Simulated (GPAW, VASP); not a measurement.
One calculation of As, 3 ways

```
As
1.0
     1.88080    1.08588    3.51406
    -1.88080    1.08588    3.51406
     0.00000   -2.17176    3.51406
As
2
Direct
  0.22600 0.22600 0.22600
  0.77400 0.77400 0.77400
```

Alike in all runs: task single point; functional RPBE; k mesh 9 × 9 × 9; occupations gaussian, width 0.05 eV; no spin polarisation; no spin-orbit coupling. Pressure is positive in compression and, in plane waves, holds the error of the finite cutoff.

```tsv
program and potentials	plane-wave cutoff (eV)	notes	pressure (GPa)	largest force (eV/Å)
GPAW, the program's PAW data sets (release 1.2.1) made for this functional	600	-	5.67	0.517
VASP, PBE PAW files As, 520 eV	520	potentials made for PBE	5.74	0.518
VASP, PBE PAW files As, 500 eV	500	potentials made for PBE	5.73	0.518
```

Force on atom 1 (As), eV/Å:

```
                                                    program and potentials      x      y      z
GPAW, the program's PAW data sets (release 1.2.1) made for this functional  0.000  0.000  0.517
                                            VASP, PBE PAW files As, 520 eV  0.000  0.000  0.518
                                            VASP, PBE PAW files As, 500 eV  0.000  0.000  0.518
```

The pressure spans 5.67 (GPAW, the program's PAW data sets (release 1.2.1) made for this functional) to 5.74 GPa (VASP, PBE PAW files As, 520 eV). The atoms of the given cell lie far from their minimum at this level.

Differences between rows come from potentials, basis sets and numerical settings, since the functional is the same but for its coding. Runs on potential files found faulty are left out.
